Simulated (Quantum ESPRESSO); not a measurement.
# BP (F-43m): zone-centre phonons, part 2 of 2

Aim: the zone-centre modes of BP (F-43m).

Quantum ESPRESSO 7.5; DFT LDA, scalar-relativistic, plane waves, PseudoDojo norm-conserving pseudopotentials.

So far. Step 2 (A probe with smearing): A gap of 1.3 eV opens on this mesh, so the crystal is taken as an insulator; the start stands at -5.5 GPa. Step 4 (Self-consistent run for the response): The cell stands at -0.044 GPa, close enough for phonons. The relaxed cell has a = 4.487 Å (conventional setting).

## (5) Zone-centre response

At q = 0 one unit cell holds all displacements; symmetry groups them into irreducible representations that are solved one by one. The response to a field gives ε∞ and the Born charges, which polar modes need.

ph.in reads:

```
phonons
 &inputph
    prefix='x',
    outdir='./tmp',
    fildyn='g.dyn',
    tr2_ph=1.0d-18,
    epsil=.true.,
 /
0.000000000000 0.000000000000 0.000000000000
```

The run is started by

```console
$ OMP_NUM_THREADS=1 mpirun -n 4 ph.x -nk 4 -in ph.in > ph.out
```

What it wrote:

```text
[banners, grids, parts of the stress and lines that vanish by symmetry left out]
[banner, memory and clock lines left out]
Program PHONON v.7.5

     ./tmp/x.save/

     IMPORTANT: XC functional enforced from input :
     Exchange-correlation= PW
                           (   1   4   0   0   0   0   0)
     Any further DFT definition will be discarded
     Please, verify this is what you really want

     G-vector sticks info

     Reading collected, re-writing distributed wavefunctions in ./tmp/

     Number and degeneracy of irreps per q-point
       N         xq(1)         xq(2)         xq(3)   N irreps
       1   0.000000000   0.000000000   0.000000000       2
        3   3

     Calculation of q =    0.0000000   0.0000000   0.0000000

     phonons

     bravais-lattice index     =            0
     lattice parameter (alat)  =       5.9960  a.u.
     unit-cell volume          =     152.4309 (a.u.)^3
     number of atoms/cell      =            2
     number of atomic types    =            2
     kinetic-energy cut-off    =      76.0000  Ry
     charge density cut-off    =     304.0000  Ry
     convergence threshold     =      1.0E-18
     beta                      =       0.7000
     number of iterations used =            4
     Exchange-correlation= PW
                           (   1   4   0   0   0   0   0)

     celldm(1)=    5.99601  celldm(2)=    0.00000  celldm(3)=    0.00000
     celldm(4)=    0.00000  celldm(5)=    0.00000  celldm(6)=    0.00000

     crystal axes: (cart. coord. in units of alat)
               a(1) = (  0.0000  0.7071  0.7071 )
               a(2) = (  0.7071  0.0000  0.7071 )
               a(3) = (  0.7071  0.7071  0.0000 )

     reciprocal axes: (cart. coord. in units 2 pi/alat)
               b(1) = ( -0.7071  0.7071  0.7071 )
               b(2) = (  0.7071 -0.7071  0.7071 )
               b(3) = (  0.7071  0.7071 -0.7071 )

     Atoms inside the unit cell:

     Cartesian axes

     site n.  atom      mass           positions (alat units)
        1  B      10.8100   tau(    1) = (    0.00000    0.00000    0.00000  )
        2  P      30.9738   tau(    2) = (    0.35355    0.35355    0.35355  )

     Computing dynamical matrix for
                    q = (   0.0000000   0.0000000   0.0000000 )

     25 Sym.Ops. (with q -> -q+G )

     G cutoff =  276.8466  (  13635 G-vectors)     FFT grid: ( 36, 36, 36)
     number of k points=    29
                       cart. coord. in units 2pi/alat
        k(    1) = (   0.0000000   0.0000000   0.0000000), wk =   0.0039062
        k(    2) = (   0.0883883   0.0883883  -0.0883883), wk =   0.0312500
        k(    3) = (   0.1767767   0.1767767  -0.1767767), wk =   0.0312500
        [... further k-points left out ...]

     PseudoPot. # 1 for B  read from file:
     ./pseudo/B.upf
     Pseudo is Norm-conserving + core correction, Zval =  3.0
     Using radial grid of 1498 points,  4 beta functions with:
                l(1) =   0
                l(2) =   0
                l(3) =   1
                l(4) =   1

     PseudoPot. # 2 for P  read from file:
     ./pseudo/P.upf
     Pseudo is Norm-conserving + core correction, Zval =  5.0
     Using radial grid of 1298 points,  6 beta functions with:
                l(1) =   0
                l(2) =   0
                l(3) =   1
                l(4) =   1
                l(5) =   2
                l(6) =   2

     Mode symmetry, T_d (-43m)  point group:

     Electric field:
     Dielectric constant
     Born effective charges as d Force / d E

     Atomic displacements:
     There are    2 irreducible representations

     Representation     1      3 modes -  To be done

     Representation     2      3 modes -  To be done

     Alpha used in Ewald sum =   2.8000

     Electric Fields Calculation

      iter #   1   av.it.:   6.8
      thresh= 1.000E-02 alpha_mix =  0.700 |ddv_scf|^2 =  1.165E-07

      iter #   2   av.it.:  11.5
      thresh= 3.413E-05 alpha_mix =  0.700 |ddv_scf|^2 =  2.155E-09

      iter #   3   av.it.:  11.7
      thresh= 4.642E-06 alpha_mix =  0.700 |ddv_scf|^2 =  4.943E-11

      iter #   4   av.it.:  11.8
      thresh= 7.031E-07 alpha_mix =  0.700 |ddv_scf|^2 =  2.397E-13

      iter #   5   av.it.:  11.2
      thresh= 4.896E-08 alpha_mix =  0.700 |ddv_scf|^2 =  1.184E-14

      iter #   6   av.it.:  11.3
      thresh= 1.088E-08 alpha_mix =  0.700 |ddv_scf|^2 =  4.797E-17

      iter #   7   av.it.:  11.5
      thresh= 6.926E-10 alpha_mix =  0.700 |ddv_scf|^2 =  1.060E-18

      iter #   8   av.it.:  11.6
      thresh= 1.030E-10 alpha_mix =  0.700 |ddv_scf|^2 =  3.017E-21

     End of electric fields calculation

          Dielectric constant in cartesian axis

          (       9.460632013      -0.000000000      -0.000000000 )
          (      -0.000000000       9.460632013       0.000000000 )
          (       0.000000000      -0.000000000       9.460632013 )

          Effective charges (d Force / dE) in cartesian axis without acoustic sum rule applied (asr)

           atom    1  B     Mean Z*:       -0.67681
      Ex  (       -0.67681        0.00000        0.00000 )
      Ey  (        0.00000       -0.67681       -0.00000 )
      Ez  (        0.00000       -0.00000       -0.67681 )
           atom    2  P     Mean Z*:        0.60370
      Ex  (        0.60370        0.00000       -0.00000 )
      Ey  (       -0.00000        0.60370        0.00000 )
      Ez  (       -0.00000        0.00000        0.60370 )

          Effective charges Sum: Mean:       -0.07311
             -0.07311        0.00000        0.00000
              0.00000       -0.07311       -0.00000
             -0.00000       -0.00000       -0.07311

          Effective charges (d Force / dE) in cartesian axis with asr applied:
           atom    1  B     Mean Z*:       -0.64025
      E*x (       -0.64025        0.00000        0.00000 )
      E*y (        0.00000       -0.64025       -0.00000 )
      E*z (        0.00000       -0.00000       -0.64025 )
           atom    2  P     Mean Z*:        0.64025
      E*x (        0.64025       -0.00000       -0.00000 )
      E*y (       -0.00000        0.64025        0.00000 )
      E*z (       -0.00000        0.00000        0.64025 )

     Representation #   1 modes #   1   2   3

     Self-consistent Calculation

      iter #   1   av.it.:   6.7
      thresh= 1.000E-02 alpha_mix =  0.700 |ddv_scf|^2 =  4.142E-08

      iter #   2   av.it.:  11.8
      thresh= 2.035E-05 alpha_mix =  0.700 |ddv_scf|^2 =  9.455E-10

      iter #   3   av.it.:  11.7
      thresh= 3.075E-06 alpha_mix =  0.700 |ddv_scf|^2 =  6.052E-11

      iter #   4   av.it.:  11.5
      thresh= 7.779E-07 alpha_mix =  0.700 |ddv_scf|^2 =  1.535E-13

      iter #   5   av.it.:  11.6
      thresh= 3.917E-08 alpha_mix =  0.700 |ddv_scf|^2 =  5.681E-15

      iter #   6   av.it.:  12.0
      thresh= 7.537E-09 alpha_mix =  0.700 |ddv_scf|^2 =  1.393E-17

      iter #   7   av.it.:  11.9
      thresh= 3.732E-10 alpha_mix =  0.700 |ddv_scf|^2 =  5.841E-19

     End of self-consistent calculation

     Convergence has been achieved

     Representation #   2 modes #   4   5   6

     Self-consistent Calculation

      iter #   1   av.it.:   6.9
      thresh= 1.000E-02 alpha_mix =  0.700 |ddv_scf|^2 =  4.175E-08

      iter #   2   av.it.:  11.9
      thresh= 2.043E-05 alpha_mix =  0.700 |ddv_scf|^2 =  1.656E-10

      iter #   3   av.it.:  11.8
      thresh= 1.287E-06 alpha_mix =  0.700 |ddv_scf|^2 =  1.003E-11

      iter #   4   av.it.:  12.0
      thresh= 3.167E-07 alpha_mix =  0.700 |ddv_scf|^2 =  6.900E-14

      iter #   5   av.it.:  12.0
      thresh= 2.627E-08 alpha_mix =  0.700 |ddv_scf|^2 =  1.675E-15

      iter #   6   av.it.:  12.1
      thresh= 4.092E-09 alpha_mix =  0.700 |ddv_scf|^2 =  7.071E-18

      iter #   7   av.it.:  11.7
      thresh= 2.659E-10 alpha_mix =  0.700 |ddv_scf|^2 =  2.757E-19

     End of self-consistent calculation

     Convergence has been achieved

     Number of q in the star =    1
     List of q in the star:
          1   0.000000000   0.000000000   0.000000000

          Dielectric constant in cartesian axis

          (       9.460632013      -0.000000000      -0.000000000 )
          (      -0.000000000       9.460632013       0.000000000 )
          (       0.000000000      -0.000000000       9.460632013 )

          Effective charges (d Force / dE) in cartesian axis without acoustic sum rule applied (asr)

           atom    1  B     Mean Z*:       -0.67681
      Ex  (       -0.67681        0.00000        0.00000 )
      Ey  (        0.00000       -0.67681       -0.00000 )
      Ez  (        0.00000       -0.00000       -0.67681 )
           atom    2  P     Mean Z*:        0.60370
      Ex  (        0.60370        0.00000       -0.00000 )
      Ey  (       -0.00000        0.60370        0.00000 )
      Ez  (       -0.00000        0.00000        0.60370 )

          Effective charges Sum: Mean:       -0.07311
             -0.07311        0.00000        0.00000
              0.00000       -0.07311       -0.00000
             -0.00000       -0.00000       -0.07311

          Effective charges (d Force / dE) in cartesian axis with asr applied:
           atom    1  B     Mean Z*:       -0.64025
      E*x (       -0.64025        0.00000        0.00000 )
      E*y (        0.00000       -0.64025       -0.00000 )
      E*z (        0.00000       -0.00000       -0.64025 )
           atom    2  P     Mean Z*:        0.64025
      E*x (        0.64025       -0.00000       -0.00000 )
      E*y (       -0.00000        0.64025        0.00000 )
      E*z (       -0.00000        0.00000        0.64025 )

     Diagonalizing the dynamical matrix

     q = (    0.000000000   0.000000000   0.000000000 )

 **************************************************************************
     freq (    1) =      -0.013532 [THz] =      -0.451377 [cm-1]
     freq (    2) =      -0.013532 [THz] =      -0.451377 [cm-1]
     freq (    3) =      -0.013532 [THz] =      -0.451377 [cm-1]
     freq (    4) =      24.625470 [THz] =     821.417264 [cm-1]
     freq (    5) =      24.625470 [THz] =     821.417264 [cm-1]
     freq (    6) =      24.625470 [THz] =     821.417264 [cm-1]
 **************************************************************************

     Mode symmetry, T_d (-43m)  point group:

     freq (   1-   3) =         -0.5  [cm-1]   --> T_2  G_15 P_4   I+R
     freq (   4-   6) =        821.4  [cm-1]   --> T_2  G_15 P_4   I+R
```

The job ended after 82 s (4 MPI ranks of Intel Xeon at 2.50GHz (Skylake/Cascade Lake), shared host).

This step gave:

```
miss of the charge sum rule                                       : 0.07311 e
largest acoustic frequency at the zone centre before the sum rule : -0.45 cm⁻¹
highest optical zone-centre mode (no LO-TO term)                  : 821.4 cm⁻¹
lowest optical zone-centre mode                                   : 821.4 cm⁻¹
mean high-frequency dielectric constant                           : 9.461
largest Born charge in size (third of the trace)                  : 0.6768 e
```

Born charge (rows field, columns displacement), before the sum rule (e), principal values of the symmetric part by kind of site:

```
atom  atoms with these values      low   middle     high     mean
  B1                        1  -0.6768  -0.6768  -0.6768  -0.6768
  P2                        1   0.6037   0.6037   0.6037   0.6037
```

In full for P2:

```
0.6037 0.0000 0.0000
0.0000 0.6037 0.0000
0.0000 0.0000 0.6037
```

High-frequency dielectric tensor:

```
9.46 0.00 0.00
0.00 9.46 0.00
0.00 0.00 9.46
```

The acoustic modes at Γ come out as far as 0.5 cm⁻¹ from zero, where they should vanish, a small numerical error; the Born charges miss their sum rule by 0.073 e, too much: mesh or cutoff is short for the field response.

## (6) Modes with the sum rule

A rigid shift of the crystal must cost nothing, but grids and finite bases break this; the acoustic sum rule is imposed before the matrix is diagonalised again. With Born charges the intensities follow, and the static dielectric tensor.

dynmat.in reads:

```
 &input
    fildyn='g.dyn',
    asr='simple',
    fileig='dynmat.eig',
    lperm=.true.,
 /
```

The run is started by

```console
$ dynmat.x -in dynmat.in > dynmat.out
```

What it wrote:

```text
[banner, memory and clock lines left out]
Program DYNMAT v.7.5

     Reading Dynamical Matrix from file g.dyn
     ...Force constants read
     ...epsilon and Z* read
     A direction for q was not specified:TO-LO splitting will be absent

     Polarizability (A^3 units)
     multiply by 0.261766 for Clausius-Mossotti correction
        15.207905   -0.000000    0.000000
        -0.000000   15.207905   -0.000000
        -0.000000    0.000000   15.207905

     IR activities are in (D/A)^2/amu units

# mode   [cm-1]    [THz]      IR
    1      0.00    0.0000    0.0000
    2      0.00    0.0000    0.0000
    3      0.00    0.0000    0.0000
    4    821.42   24.6255    1.1802
    5    821.42   24.6255    1.1802
    6    821.42   24.6255    1.1802

Electronic dielectric permittivity tensor (relative, adimensional)
         9.460632   -0.000000    0.000000
        -0.000000    9.460632   -0.000000
        -0.000000    0.000000    9.460632

 ... with zone-center polar mode contributions
         9.625793    0.000000    0.000000
         0.000000    9.625793    0.000000
         0.000000    0.000000    9.625793
```

Elapsed: 1.1 s, on 1 thread.

Read from the output:

* mean static dielectric constant: 9.626

Unit eigenvectors of the mass-weighted matrix after the sum rule; no LO-TO term. Modes at Γ, with each element's share of the kinetic energy:

```
mode  frequency (cm⁻¹)  symmetry  B %  P %
   1               0.0  acoustic   26   74
   2               0.0  acoustic   26   74
   3               0.0  acoustic   26   74
   4             821.4        T2   74   26
   5             821.4        T2   74   26
   6             821.4        T2   74   26
```

Displacements in mode 5 (821.4 cm⁻¹), the largest set to 1:
```
B1   0.00  0.00  1.00
P2   0.00  0.00 -0.35
```

Degenerate modes summed, no LO-TO term. Infrared lines, with heights relative to the strongest:

```
position (cm⁻¹)  lines merged  label  IR intensity, relative
            821             3     T2                     100
```

Static dielectric tensor (ions relaxed, fixed cell):

```
9.63 0.00 0.00
0.00 9.63 0.00
0.00 0.00 9.63
```

The rule moves no optical mode by more than 0.1 cm⁻¹.

## (7) Modes along a direction of q (1 0 0)

A longitudinal polar mode sets up a macroscopic field that stiffens it; the term hangs on the direction from which q goes to zero.

dynmat.in reads:

```
 &input
    fildyn='g.dyn',
    asr='simple',
    fileig='dynmat.eig',
    q(1)=1.0,
    q(2)=0.0,
    q(3)=0.0,
 /
```

The run is started by

```console
$ dynmat.x -in dynmat.in > dynmat.out
```

What it wrote:

```text
[banner, memory and clock lines left out]
Program DYNMAT v.7.5

     Reading Dynamical Matrix from file g.dyn
     ...Force constants read
     ...epsilon and Z* read

     Polarizability (A^3 units)
     multiply by 0.261766 for Clausius-Mossotti correction
        15.207905   -0.000000    0.000000
        -0.000000   15.207905   -0.000000
        -0.000000    0.000000   15.207905

     IR activities are in (D/A)^2/amu units

# mode   [cm-1]    [THz]      IR
    1     -0.00   -0.0000    0.0000
    2      0.00    0.0000    0.0000
    3      0.00    0.0000    0.0000
    4    821.42   24.6255    1.1802
    5    821.42   24.6255    1.1802
    6    828.56   24.8395    1.1802
```

Run time: 0.88 s. Hardware: 1 thread.

This step gave:

* highest mode moved by the LO-TO term: 828.6 cm⁻¹

Zone-centre frequencies as printed; negative means imaginary. Modes:

```
mode  frequency (cm⁻¹)
   1                 0
   2                 0
   3                 0
   4             821.4
   5             821.4
   6             828.6
```

The field moves one mode, from 821 to 829 cm⁻¹; the others stay.

## (8) Outcome

```yaml
space_group_after_relaxation: F-43m
volume_per_atom: 11.3 Å³
gap_on_the_k_mesh: 1.20 eV
highest_optical_zone_centre_mode_no_lo_to_term: 821.4 cm⁻¹
highest_mode_moved_by_the_lo_to_term_probably_not_converged_in_the_k_mesh: 828.6 cm⁻¹
mean_high_frequency_dielectric_constant_probably_not_converged_in_the_k_mesh: 9.46
largest_born_charge_in_size_third_of_the_trace_probably_not_converged_in_the_k_mesh: 0.677 e
mean_static_dielectric_constant_probably_not_converged_in_the_k_mesh: 9.63
imaginary_optical_modes_at_the_zone_centre_no_q_mesh_in_this_session: none
```

What this shows: At the LDA level the optical modes of BP (F-43m) at the zone centre (no LO-TO term) lie at 821 cm⁻¹. Along the directions run, the highest mode that the macroscopic field moves lies at 829 cm⁻¹. Lattice motion raises the mean dielectric constant from 9.461 to 9.626. The Born charges miss their sum rule by 0.073 e, a sign that the k mesh or the cutoff is short for the field response. ε∞, the Born charges and what follows from them are probably not converged in the k mesh. The Lyddane-Sachs-Teller relation holds: (ωLO/ωTO)² is 1.02 and ε₀/ε∞ is 1.02. Left out of this account: PBE with PseudoDojo NC, since it is gradient-corrected and no frozen-mode check or second program bears its response out; PBEsol with PseudoDojo NC, since it is gradient-corrected and no frozen-mode check or second program bears its response out. What is said of the levels holds for those shown. These are harmonic frequencies at zero temperature: anharmonic shifts and linewidths and thermal expansion are left out.

Comparison with the measured values:

| quantity | measured | LDA PseudoDojo norm-conserving, Quantum ESPRESSO |
| --- | --- | --- |
| lattice constant a (Å) | 4.5383 | 4.487 (-1.1 %) |
| Raman mode, TO at Gamma (T2), ambient … (cm⁻¹) | 794 | 821 (+3.5 %) |

Measured values from arxiv:1906.04101 (2019) and arxiv:1505.05714 (2015).

How well it matches: The lattice constant a is off by -1.1 %: fair agreement. The Raman mode is off by +3.5 %: fair agreement. The grades are ours: good and fair within 0.7 and 1.5 % for the lattice constant a and 3 and 7 % for the Raman mode. For lattice constants and Raman mode the calculation has a static lattice, without zero-point motion or thermal expansion (measured at up to 300 K). Limits of convergence are named above.

[Host names and launcher messages were left out of these logs when they were recorded.]

[Logs are printed without paths, hosts, clocks, repeated set-up lines and the standing remarks that a program may print on its own settings, such as how far it seeks lower states.]

[Hosts, paths, dates, database ids (printed as entryN), source tags and the programs' standing remarks are cut or masked in the printed files.]
